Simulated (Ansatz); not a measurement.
**LiF (NiAs type): G0W0 against its settings**

LiF in the NiAs-type structure, relaxed with r2SCAN; one-shot G0W0 in Ansatz without spin-orbit coupling. Spin-unpolarised throughout. Whether this structure exists isn't addressed.

```cif
data_structure
_symmetry_space_group_name_H-M 'P6_3/mmc'
_symmetry_Int_Tables_number 194
_cell_length_a 2.7757
_cell_length_b 2.7757
_cell_length_c 4.7827
_cell_angle_alpha 90.000
_cell_angle_beta 90.000
_cell_angle_gamma 120.000
_cell_volume 31.91
loop_
_atom_site_label
_atom_site_type_symbol
_atom_site_symmetry_multiplicity
_atom_site_Wyckoff_symbol
_atom_site_fract_x
_atom_site_fract_y
_atom_site_fract_z
_atom_site_occupancy
Li1 Li 2 a 0.00000 0.00000 0.00000 1
F1 F 2 c 0.33333 0.66667 0.25000 1
```

Gaps are read over the mesh points alone. G0W0 values are finite-basis, finite-mesh values.
```tsv
start	potentials	frequency model	mesh	empty bands	screening cutoff (eV)	Kohn-Sham gap (eV)	G0W0 gap (eV)	rough cost
PBE	PAW	contour deformation	6×6×4	51	80	9.21	13.32	40 core-seconds
PBE	PAW	contour deformation	6×6×4	120	140	9.21	13.41	90 core-seconds
PBE	PAW	contour deformation	6×6×4	220	210	9.21	13.59	4 core-minutes
HSE06	PAW	contour deformation	6×6×4	120	140	11.54	14.38	110 core-seconds
LDA	PAW	contour deformation	6×6×4	120	140	8.97	13.37	50 core-seconds
r2SCAN	PAW	contour deformation	6×6×4	120	140	10.19	13.91	60 core-seconds
PBE	PAW	Godby-Needs pole	6×6×4	120	140	9.21	13.41	70 core-seconds
PBE	PAW	contour deformation	9×9×4	51	80	9.21	13.31	100 core-seconds
PBE	norm-conserving	contour deformation	6×6×4	120	140	9.19	13.38	2.5 core-minutes
```

G0W0 moves the gap on the mesh from 9.21 eV (PBE) to 13.59 eV (direct at Γ). Renormalisation factors Z lie between 0.82 and 0.89.

Raising bands and cutoff together moves the gap by +0.09 eV (80 to 140 eV), then +0.18 eV (140 to 210 eV); the last step is still large, so the basis limit isn't reached. Starting from HSE06 (11.54 eV against PBE's 9.21 eV) gives 14.38 eV, +0.97 eV from G0W0@PBE at the same screening cutoff. Starting from LDA (8.97 eV against PBE's 9.21 eV) gives 13.37 eV, -0.04 eV from G0W0@PBE at the same screening cutoff. Starting from r2SCAN (10.19 eV against PBE's 9.21 eV) gives 13.91 eV, +0.50 eV from G0W0@PBE at the same screening cutoff. The Godby-Needs plasmon pole differs from contour deformation by 0.00 eV. A 9×9×4 mesh in place of 6×6×4 changes the opening over PBE by 0.00 eV (the gap on the mesh by -0.01 eV). Norm-conserving potentials (wave cutoff 1320 eV against 420 eV) shift the quasiparticle gap by -0.03 eV and the PBE gap by -0.02 eV. r2SCAN runs take a wave cutoff of 500 eV.
